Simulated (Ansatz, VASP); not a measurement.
Mg2H3 in VASP and in Ansatz

The input INCAR:

```
PREC     = Accurate       # precision mode
ENCUT    = 520            # plane-wave cutoff, eV
EDIFF    = 1E-6           # SCF threshold, eV
ISMEAR   = 0              # smearing method
SIGMA    = 0.1            # smearing width, eV
LREAL    = F              # projectors in reciprocal space
LASPH    = T              # aspherical terms in the spheres
NELM     = 100            # most SCF steps
ALGO     = Normal         # electronic algorithm
ISIF     = 2              # what is computed and relaxed
LWAVE    = F              # write WAVECAR
LCHARG   = F              # write CHGCAR
GGA      = PE             # functional
NBANDS   = 12             # bands
```

KPOINTS

```
regular mesh
0
Gamma
  6 6 4
```

Contents of POSCAR:

```
Mg2H3
1.0
    3.2980411700      0.0000000000      0.0000000000
   -1.6490205900      2.8561874400      0.0000000000
    0.0000000000      0.0000000000      5.3631746100
Mg H
2 3
Direct
    0.0000000000      0.0000000000      0.2929961200
    0.0000000000      0.0000000000      0.7070038800
    0.5000000000      0.0000000000      0.5000000000
    0.0000000000      0.5000000000      0.5000000000
    0.5000000000      0.5000000000      0.5000000000
```

Input for Ansatz:

```yaml
crystal:
  lattice:
    - [3.29804117, 0.0, 0.0]
    - [-1.64902059, 2.85618744, 0.0]
    - [0.0, 0.0, 5.36317461]
  atoms:
    - { symbol: Mg, position: [0.0, 0.0, 0.29299612] }
    - { symbol: Mg, position: [0.0, 0.0, 0.70700388] }
    - { symbol: H, position: [0.5, 0.0, 0.5] }
    - { symbol: H, position: [0.0, 0.5, 0.5] }
    - { symbol: H, position: [0.5, 0.5, 0.5] }
basis:
  ecutwfc: 420
kpoints:
  mp_grid: { grid: [6, 6, 4] }
hamiltonian:
  xc: pbe
scf:
  occupations: { method: gaussian, width: 0.1 }
  lower_state_search: "off"
output:
  forces: true
  stress: true
  eigenvalues: true
```

Alike in both runs: task single point; functional PBE; k mesh 6 × 6 × 4; occupations gaussian, width 0.1 eV; no spin polarisation.

|  | VASP | Ansatz |
| --- | --- | --- |
| version | VASP 6.6.1 | Ansatz 0.2.0 |
| potentials or method | VASP PAW PBE potentials, release 64 (Mg, H) | scalar-relativistic, plane waves, PAW |
| plane-wave cutoff (eV) | 520 | 420 |
| valence electrons in the cell | 7 | 23 |

VASP gave:

```
gap on the k mesh at the Fermi level (eV)       : none
pressure (GPa)                                  : 16.9
largest component of the traceless stress (GPa) : 4.91
rms of the force components (eV/Å)              : 1.368
```

Question: What did Ansatz give for the same quantities?

Answer: gap on the k mesh at the Fermi level (eV): none; pressure (GPa): 17.0; largest component of the traceless stress (GPa): 4.85; rms of the force components (eV/Å): 1.366.

Atom by atom the forces differ by 0.003 eV/Å (rms over components). A gap of «none» marks a metal or a gap that the smearing closes. The functional is the same, so the differences come from potentials, cutoffs and numerics. The two sets of potentials don't hold the same shells in valence.

Caveats: the k mesh is coarse (spacing up to 0.37 Å⁻¹), so the values aren't converged; so large a pressure means that the cell lies far from this level's equilibrium, or that cutoff or potentials fall short (VASP); forces of over 1 eV/Å show positions far from the minimum, so gaps and moduli don't describe the material at rest.
